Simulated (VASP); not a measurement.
# I: convergence, optical spectrum of independent particles

I, Cmce (no. 64), 4 atoms in the cell. PBEsol, independent-particle dielectric function; PAW potentials I (PBE set). VASP 6.6.1.

Wanted: ε at zero frequency, electronic within 1 %; spectrum (imaginary part of ε) within 10 %.

POSCAR:
```
I
1.0
    3.6350350000     -2.3950200000      0.0000000000
    3.6350350000      2.3950200000      0.0000000000
    0.0000000000      0.0000000000      9.7934400000
I
4
Direct
    0.6493000000      0.3507000000      0.3844000000
    0.1493000000      0.8507000000      0.1156000000
    0.3507000000      0.6493000000      0.6156000000
    0.8507000000      0.1493000000      0.8844000000
```

The series start from Bands in all (NBANDS): 34; Plane-wave cutoff (eV): 230; Energy points: 2000; k mesh: 7 × 7 × 3; Precision mode: Accurate; Electronic algorithm: Normal. Each series keeps the choices made before it, and each single choice may use up half of a tolerance. Times cover all steps of a run.

## Bands in all (NBANDS)

| Bands in all (NBANDS) | ε at zero frequency, electronic | Spectrum (imaginary part of ε), largest deviation against the largest value | Time (s) |
|---|---|---|---|
| 20 | 8.559 | 15 % | 14 |
| 26 | 9.151 | 5.4 % | 15 |
| 34 | 9.381 | 0.33 % | 16 |
| 46 | 9.451 | 0.23 % | 19 |
| 62 | 9.472 | 0.28 % | 22 |
| 94 (reference) | 9.479 | 0 % | 27 |

Chosen: 46, the loosest value from which every tighter one stays within half of the tolerance.

## Plane-wave cutoff (eV)

| Plane-wave cutoff (eV) | ε at zero frequency, electronic | Spectrum (imaginary part of ε), largest deviation against the largest value | Time (s) |
|---|---|---|---|
| 120 | 9.606 | 9 % | 8.8 |
| 150 | 9.518 | 4.9 % | 10 |
| 180 | 9.466 | 1.5 % | 12 |
| 230 | 9.451 | 0.46 % | 19 |
| 270 (reference) | 9.447 | 0 % | 19 |

Chosen: 180.

## Energy points

| Energy points | ε at zero frequency, electronic | Spectrum (imaginary part of ε), largest deviation against the largest value | Time (s) |
|---|---|---|---|
| default | 9.466 | 0.77 % | 12 |
| 2000 | 9.466 | 0.074 % | 12 |
| 4000 (reference) | 9.466 | 0 % | 14 |

Chosen: default.

## k mesh

| k mesh | ε at zero frequency, electronic | Spectrum (imaginary part of ε), largest deviation against the largest value | Time (s) |
|---|---|---|---|
| 3 × 3 × 2 | 7.873 | 84 % | 8.6 |
| 4 × 4 × 2 | 10.22 | 52 % | 9.8 |
| 5 × 5 × 2 | 9.677 | 36 % | 10 |
| 7 × 7 × 3 | 9.466 | 11 % | 12 |
| 9 × 9 × 4 | 9.509 | 7.5 % | 20 |
| 11 × 11 × 5 | 9.514 | 3.8 % | 24 |
| 14 × 14 × 6 | 9.512 | 2.6 % | 43 |
| 17 × 17 × 7 (reference) | 9.513 | 0 % | 59 |

Chosen: 11 × 11 × 5.

## Precision mode

| Precision mode | ε at zero frequency, electronic | Spectrum (imaginary part of ε), largest deviation against the largest value | Time (s) |
|---|---|---|---|
| Accurate | 9.514 | 0 % | 24 |
| Normal | 9.513 | 0.024 % | 13 |
| Single | 9.513 | 0.012 % | 22 |

Chosen: Normal, the fastest of those that stay within half of the tolerance.

## Electronic algorithm

| Electronic algorithm | ε at zero frequency, electronic | Spectrum (imaginary part of ε), largest deviation against the largest value | Time (s) |
|---|---|---|---|
| Normal | 9.513 | 0 % | 13 |
| Fast | 9.513 | 0.042 % | 13 |

Chosen: Normal; no other choice that stays within half of the tolerance saves 30 % of the time.

## All choices together

| Input | ε at zero frequency, electronic | Spectrum (imaginary part of ε), largest deviation against the largest value | Time (s) |
|---|---|---|---|
| all settings of the optics step left to the defaults, ground-state mesh (naive) | 8.114 | 29 % | 14 |
| chosen settings | 9.513 | 3.7 % | 13 |
| reference settings throughout | 9.521 | 0 % | 180 |

The tolerance is met.

## The input

INCAR.step1:
```
SYSTEM = I
PREC = Normal ; ENCUT = 180
ISMEAR = 0 ; SIGMA = 0.02
EDIFF = 1E-7 ; LASPH = .True.
KPAR = 4 ; LWAVE = .False.
LCHARG = .True. ; GGA = PS
```

INCAR.step2:
```
SYSTEM = I
PREC = Normal ; ENCUT = 180
ISMEAR = 0 ; SIGMA = 0.05
EDIFF = 1E-6 ; LASPH = .True.
KPAR = 4 ; LWAVE = .False.
LCHARG = .False. ; ICHARG = 11
LOPTICS = .True. ; NBANDS = 46
CSHIFT = 0.1 ; ALGO = Normal
GGA = PS
```

KPOINTS.step1:
```
k-points
0
Gamma
  7 7 3
```

KPOINTS.step2:
```
Automatic mesh
0
Gamma
  11 11 5
  0 0 0
```

Commands (each step's output is kept before the next begins):
```
cat potpaw_PBE.64/I/POTCAR > POTCAR
cp INCAR.step1 INCAR
cp KPOINTS.step1 KPOINTS
mpirun -np 4 vasp_std > vasp.out
cp INCAR.step2 INCAR
cp KPOINTS.step2 KPOINTS
mpirun -np 4 vasp_std > vasp.out
```

Limits: Spin-orbit coupling is left out, which can matter with atoms this heavy; the pull between electron and hole is left out; the onset follows the functional's gap, which semilocal functionals usually make too small; ε is the mean of a tensor that differs by direction.

The chosen input took VASP 6.6.1 13 s on 4 cores (Intel Xeon Platinum 8375C @ 2.90GHz (Ice Lake)), a shared host.

## An input that fails: CSHIFT 1.5

It runs to its end, but against the unchanged starting input it is off by 22 % in the ε at zero frequency, electronic, 82 % in the spectrum (imaginary part of ε).

Changes against the starting input:
```
(step 2)
- CSHIFT = 0.1
+ CSHIFT = 1.5
```
